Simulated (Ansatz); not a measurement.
KBr: what the numbers say

**What was measured.** A cell as deposited of cubic KBr (space group Fm-3m), temperature not stated, from the Crystallography Open Database (1969, doi:10.1177/000271625731300103), has a = 6.585 Å and 35.69 Å³/atom.

Level of theory: DFT, PBEsol, scalar-relativistic, no spin polarisation; plane waves to 420 eV with PAW datasets (Ansatz 0.2.0), 8×8×8 k-mesh, Gaussian smearing of 0.05 eV; PAW files: Ansatz's generated set soft_2.

The chain of runs began from a cell as deposited in COD, expanded in volume. Of that entry: the entry's cell lengths or inner coordinates differ somewhat from later room-temperature determinations.

The relaxed structure (symmetry read at 0.01 Å). It takes space group Fm-3m (No. 225, cubic). The conventional cell has a = 6.550 Å, b = 6.550 Å, c = 6.550 Å, α = 90.00°, β = 90.00°, γ = 90.00°. K (site symmetry m-3m) has 6 Br at 3.28 Å as nearest neighbours. Br (site symmetry m-3m) has 6 K at 3.28 Å as nearest neighbours. (Neighbours are counted to 15 % beyond the shortest distance.)

Results at this level of theory:

- Volume: 35.13 Å³/atom
- Band gap: 4.34 eV
- Smallest direct gap: 4.34 eV
- Formation energy from the elements (0 K, uncorrected): -1.74 eV/atom
- Bulk modulus (Birch–Murnaghan): 15.4 GPa
- Pressure derivative B0′: 5.0
- Shear modulus (Hill): 8.1 GPa
- Young's modulus: 21 GPa
- Poisson's ratio: 0.28
- Elastically stable: yes

Formal charges K⁺, Br⁻ balance and leave closed shells on every ion, so a band insulator is expected, and the gap is 4.34 eV.

What kind of gap is it?

It is direct, 4.34 eV. Within 0.6 eV of the edges the projected states are 99 % Br 4p at the top of the valence band and 75 % K 4s at the bottom of the conduction band. The lowest excitation takes an electron from Br back to K, as in ionic insulators.

What fixes the bond lengths?

Shannon's ionic radii give a check on the bond lengths: K⁺ with 6 neighbours 1.38 Å + Br⁻ 1.96 Å = 3.34 Å against a computed mean of 3.28 Å. Sums and bonds agree within 3 %, so ion sizes set the bond lengths.

How stiff is it, in energy terms?

B0·V0 = 15.4 GPa × 35.13 Å³ = 3.37 eV/atom sets the scale: near the minimum ΔE ≈ ½ B0 V0 x², with x = V/V0 − 1, and a pressure of 0.15 GPa squeezes the volume by about 1 %. At the ends of the curve: x = −4.0 % predicts 2.7 meV/atom and the run gives 3.0; x = +4.0 % predicts 2.7 meV/atom and the run gives 2.5. Compression costs more and expansion less than the parabola says, since the crystal stiffens as it shrinks; B0′ measures that.

Which Debye temperature follows from the elastic moduli?

K = 15.4 GPa and G = 8.1 GPa (Hill). With a density of 2.813 g/cm³ (mean mass 59.5 u, 35.13 Å³/atom), K = 15.39 and G = 8.14 GPa from the unrounded constants, v_l = √((K + 4G/3)/ρ) = 3050 m/s and v_t = √(G/ρ) = 1700 m/s. The mean [(1/v_l³ + 2/v_t³)/3]^(−1/3) is 1890 m/s, and θ_D = (ħ/k_B)(6π²/V)^(1/3) v_m ≈ 170 K, with V the volume an atom.

**Comparison.** The computed cell (6.550 Å, 35.13 Å³/atom) differs from the database's by −1.6 % in volume, about −0.5 % in length. PBEsol was built to cure PBE's overestimate of volumes, and the static lattice lacks thermal expansion.

Kohn–Sham gaps of semilocal functionals lie under measured ones, often by a third or more.
